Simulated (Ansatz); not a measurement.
The system is Sb.

```
Sb
1.0
     3.35453    0.00000    0.00000
    -1.67727    2.90511    0.00000
     0.00000    0.00000    5.47016
Sb
2
Direct
  0.66667 0.33333 0.75000
  0.33333 0.66667 0.25000
```

This isn't the form of Sb at room conditions, which is rhombohedral.

```yaml
Program: Ansatz 0.2.0
Task: relaxation of cell and atoms
Functional: PBEsol
Dispersion: D4
Potentials_or_basis: Ansatz PAW
Cutoff: "420 eV (not typed: the program's choice for these potentials)"
k_mesh: 9 × 9 × 5
Occupations: fermi-dirac, width 0.05 eV
Spin: no spin polarisation
```

At the start: volume 26.65 Å³/atom.

**Question.** How do energy, volume and symmetry change on relaxing?

**Answer.** It ends after 5 steps and the volume is 25.22 Å³/atom (-5.4 %); space group P6_3/mmc (No. 194, to 0.05 Å).

The path:
```csv
step,energy change (eV),largest force (eV/Å),volume (Å³)
1,0.0000,0.0000,53.31
2,-0.0242,0.0000,48.96
3,-0.0342,0.0000,50.61
4,-0.0344,0.0000,50.44
5,-0.0335,0.0000,50.44
```

Final structure:
```yaml
crystal:
  lattice:
    - [3.29456, 0.00000, 0.00000]
    - [-1.64728, 2.85317, 0.00000]
    - [0.00000, 0.00000, 5.36618]
  atoms:
    - { symbol: Sb, position: [0.66667, 0.33333, 0.75000] }
    - { symbol: Sb, position: [0.33333, 0.66667, 0.25000] }
```

Caveat: the plane-wave basis is chosen anew once the cell has moved, so the energies of steps on either side of that aren't comparable; pairwise dispersion overbinds metals, which lowers pressure and volume; the PAW data sets come from PBE, with cores solved anew for the run's functional, which leaves a small shift of forces and pressure.
